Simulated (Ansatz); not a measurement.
# ZnO: from a guess to a relaxed structure, part 3 of 3

Aim: relax a trial structure of ZnO and see where it ends.

Ansatz 0.2.0; DFT PBE, scalar-relativistic, plane waves, PAW. The steps go on from the part before.

**4. Relaxation on the finer mesh**

The end of the coarse run is made exact in the group found at a tolerance of 0.06 Å and reduced to its primitive cell, now 2 atoms.

The input, input.yaml:

```yaml
crystal:
  lattice:
    - [0.0, 2.1648613428, 2.1648613428]
    - [2.1648613428, 0.0, 2.1648613428]
    - [2.1648613428, 2.1648613428, 0.0]
  atoms:
    - { symbol: Zn, position: [0.0, 0.0, 0.0] }
    - { symbol: O, position: [0.5, 0.5, 0.5] }
basis:
  ecutwfc: 420
kpoints:
  mp_grid: { grid: [12, 12, 12] }
hamiltonian:
  xc: pbe
scf:
  occupations: { method: gaussian, width: 0.02 }
output:
  forces: true
  stress: true
  eigenvalues: true
relax:
  adjacent_minimum: "off"
  f_tol: 0.01
  max_steps: 80
  cell: { stress_tol: 0.05 }
```

Run with:

```sh
$ ansatz run input.yaml --threads 1 --pin off --max-ram 2560MiB --backend cpu --events-out ev --progress --plain --runs-dir out
```

The log of the run, cut to the lines that bear on the results:

```text
Warning: RAYON_NUM_THREADS=1 ignored (pool sized by the plan → 1); use --threads N
[...]
Pseudopotentials: kind: paw
Pseudopotential: Zn, paw, valence charge 12, recommended cutoff 420 eV (normal), Zn.paw.azcp
Pseudopotential: O, paw, valence charge 6, recommended cutoff 420 eV (normal), O.paw.azcp
Functional definition: PBE
[...]
Crystal: 2 atoms, lattice volume = 20.292 Å³
[...]
--- Relaxed structure (1 steps of the walk, 1 accepted, 1 SCFs on fresh bases) ---
  F+E_penalty+E_count = -3886.54124420 eV   max|allowed force component| = 1.106e-29 eV/Å   (the final SCF, on the basis selected at the relaxed cell)
  cell:  # Å, volume = 20.2918 Å³
    - [0.0, 2.1648613428, 2.1648613428]
    - [2.1648613428, 0.0, 2.1648613428]
    - [2.1648613428, 2.1648613428, 0.0]
  atoms:
    - { symbol: Zn, position: [0.0, 0.0, 0.0] }
    - { symbol: O, position: [0.5, 0.5, 0.5] }
```

Run time: 2.8 s. Hardware: 1 thread of Arm Neoverse V2, shared host; peak memory 0.29 GiB.

Relaxation path:

| step | energy from step 1 (eV/cell) | largest force component (eV/Å) | pressure (GPa) | volume (Å³) |
| --- | --- | --- | --- | --- |
| 1 | 0.0000 | 0.0000 | 0.03 | 20.29 |
| 2 | 0.0000 | 0.0000 | 0.03 | 20.29 |

Step 1 is the start. Step 2 repeats the geometry before it on a plane-wave basis chosen anew for that cell, so its energy need not be comparable with the rows above.

Lengths and angles in the start's conventional setting:

|  | before | after | change |
| --- | --- | --- | --- |
| a (Å) | 4.330 | 4.330 | 0.0 % |
| b (Å) | 4.330 | 4.330 | 0.0 % |
| c (Å) | 4.330 | 4.330 | 0.0 % |
| volume (Å³/atom) | 10.15 | 10.15 | 0.0 % |
| shortest distance (Å) | 2.165 | 2.165 | 0.0 % |
| space group (0.01 Å) | Fm-3m | Fm-3m | same |

Forces and stress were held to the start's 48 operations: a distortion of lower symmetry was not tested.

**5. Variant: mp_grid.grid [6, 6, 6]**

input.yaml: that of step 4 with these lines changed.

```diff
@@ -11,3 +11,3 @@
 kpoints:
-  mp_grid: { grid: [12, 12, 12] }
+  mp_grid: { grid: [6, 6, 6] }
 hamiltonian:
@@ -18,8 +18,3 @@
   forces: true
+  eigenvalues: true
   stress: true
-  eigenvalues: true
-relax:
-  adjacent_minimum: "off"
-  f_tol: 0.01
-  max_steps: 80
-  cell: { stress_tol: 0.05 }
```

Run with:

```sh
$ ansatz run input.yaml --threads 1 --pin off --max-ram 2560MiB --backend cpu --events-out ev --progress --plain --runs-dir out
```

The log of the run, cut to the lines that bear on the results:

```text
Warning: RAYON_NUM_THREADS=1 ignored (pool sized by the plan → 1); use --threads N
[...]
[... 4 set-up lines as earlier in the session ...]
[...]
Crystal: 2 atoms, lattice volume = 20.292 Å³
[...]
  atom   1  Zn    -0.00000000     0.00000000    -0.00000000
  atom   2  O      0.00000000    -0.00000000     0.00000000
[...]
--- Stress (GPa, compression-positive) ---
       -0.004468      -0.000000       0.000000
       -0.000000      -0.004468      -0.000000
       -0.000000       0.000000      -0.004468
  P = ⅓ Tr σ = -0.0045 GPa (-0.045 kbar)
--- Band table (eV; the first three rows and the last of 16) ---
  k-point 0: bands = ["-8.8149", "4.6076", "4.6076", "4.6076", "4.8049", "4.8049", "8.2027", "8.2027", "8.2027", "10.1945", "27.1588", "27.1588", "27.1588"]
[...]
```

It took 0.55 s on 1 thread of Arm Neoverse V2, shared host; peak memory 0.24 GiB.

```csv
run,ending,energy change,pressure (GPa),gap (eV),force (eV/Å),cycles,time
step 4,converged,0,0.0,0.75,0.00,-,2.8 s
variant,converged,+1.1 meV/atom,0.0,0.75,0.00,6,0.55 s
```

Changing the k-point mesh moves the energy by +1.1 meV/atom. Sampling errors of the energy have no fixed sign.

**6. What came out**

The summary covers parts 1 to 3. Changes of volume or cell count from the first structure of part 1.

```
                                                              quantity                                                                      value
                                symmetry at the end (tolerance 0.02 Å)                                                space group Fm-3m (No. 225)
                                                     conventional cell  a = 4.330 Å, b = 4.330 Å, c = 4.330 Å, α = 90.00°, β = 90.00°, γ = 90.00°
                                                                volume                                                              10.15 Å³/atom
energy over the elements (uncorrected; H, N, O, F and Cl as molecules)                                                              -1.27 eV/atom
                                                       gap on the mesh                                                                    0.75 eV
```

The symmetry goes from space group P4_322 (No. 95) to space group Fm-3m (No. 225), and the volume per atom grows by 23.5 % from the first guess. A negative formation energy is needed for stability but isn't enough; other structures and compounds were not set against it here. No finished test with a distortion of lower symmetry is shown, so the end may be a saddle point.
